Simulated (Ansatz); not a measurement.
# SnO₂: from supercell energies to defect levels (Zn on the Sn site)

Theory: DFT PBE, scalar-relativistic, plane waves, PAW in Ansatz 0.2.0. Settings: 420 eV cutoff, 2×2×2 k-mesh, shifted by half a step, Gaussian smearing of 0.01 eV, collinear spin in charge -1 alone.

Host crystal, relaxed:

```
Sn O
1.0
     4.82652    0.00000    0.00000
     0.00000    4.82837    0.00000
     0.00000    0.00000    3.23817
Sn O
2 4
Direct
  0.50000 0.50000 0.50000
  0.00000 0.00000 0.00000
  0.30650 0.30666 0.00000
  0.80650 0.19334 0.50000
  0.19350 0.80666 0.50000
  0.69350 0.69334 0.00000
```

The Zn on the Sn site was set at (0.500, 0.500, 0.500) of the host cell, in a supercell of 48 sites (604 Å³), relaxed at fixed cell in each charge q. The host's Kohn–Sham gap is 0.68 eV and its static dielectric constant 13.0 (mean). For each charge: the supercell's free energy over the neutral one with q electrons exchanged at the valence band top, F(q) − F(0) + qE_v; the image-charge term; and the term that aligns the potential far from the defect with the host's.

```json
{"q": "0", "F(q) − F(0) + qE_v (eV)": "0.000", "image charge (eV)": "0.000", "alignment (eV)": "0.000"}
{"q": "-1", "F(q) − F(0) + qE_v (eV)": "-0.518", "image charge (eV)": "0.191", "alignment (eV)": "0.295"}
{"q": "-2", "F(q) − F(0) + qE_v (eV)": "-0.825", "image charge (eV)": "0.763", "alignment (eV)": "0.418"}
```

Q: Add the terms and find the levels between neighbouring charges, ε(q/q′) = [A(q′) − A(q)]/(q − q′), with and without the two corrections.

A: A(q): 0.000 eV for 0, -0.032 eV for -1, 0.356 eV for -2.
| level | corrected (eV over E_v) | uncorrected (eV) |
| --- | --- | --- |
| (0/-1) | -0.03 | -0.52 |
| (-1/-2) | 0.39 | -0.31 |

As a check, a point charge in a simple cubic cell of this volume has q²αe²/(2εL) = 0.186 q² eV (e² = 14.40 eV Å, α = 2.837, L = 8.45 Å); the shape of the real cell and the anisotropy of ε can change it somewhat. The term grows as q², so it pushes donor levels down and acceptor levels up. The program doubts the alignment for q = -1, -2, so levels beside it are uncertain by about that term.

Q: Which of these charges is lowest with the Fermi level at the valence band top, at mid-gap and at the conduction band bottom?

A: The line A(q) + qE_F that lies lowest gives the charge: -1 at E_F = 0.00 eV, -1 at E_F = 0.34 eV, -2 at E_F = 0.68 eV. (0/-1) falls outside this Kohn–Sham gap, so the change of charge isn't reached within it; the real gap is usually wider and may hold a localised level, while a level that comes from a carrier in the host's bands only marks the band edge and moves with it. In charge -1 the cell has partly filled levels, from a carrier spread over the host's bands, a defect level that the small cell broadens into a band, or a degenerate defect level that the symmetric start can't split, so the levels beside it are doubtful. In charge 0 the extra carrier sits in the host's bands, sampled away from their edge; a term of -0.03 eV would put the level beside it at that edge (it also undoes corrections that don't apply to a spread carrier) and isn't included above. Charges beyond those computed could lie lower near the band edges.

Q: The neutral defect forms at 4.75 eV with atoms taken from and returned to the elements. What are the formation energies at those three Fermi levels, and what share of sites would hold the defect at 1200 K with E_F at mid-gap, if the host still stood at that temperature?

A: E_f = E_f(0) + A(q) + qE_F = 4.71, 4.37, 3.74 eV. In the dilute limit the share is exp(−E_f/k_BT) = exp(−4.374/0.1034) = 4.3×10⁻¹⁹, leaving out degeneracy and vibrational entropy. Both elements stand at their elemental potentials, a limit that the host or competing compounds often put out of reach. The small cell and the narrow Kohn–Sham gap leave errors of tenths of an eV or more, which change the share by orders of magnitude.

1 further run of this set didn't finish or converge.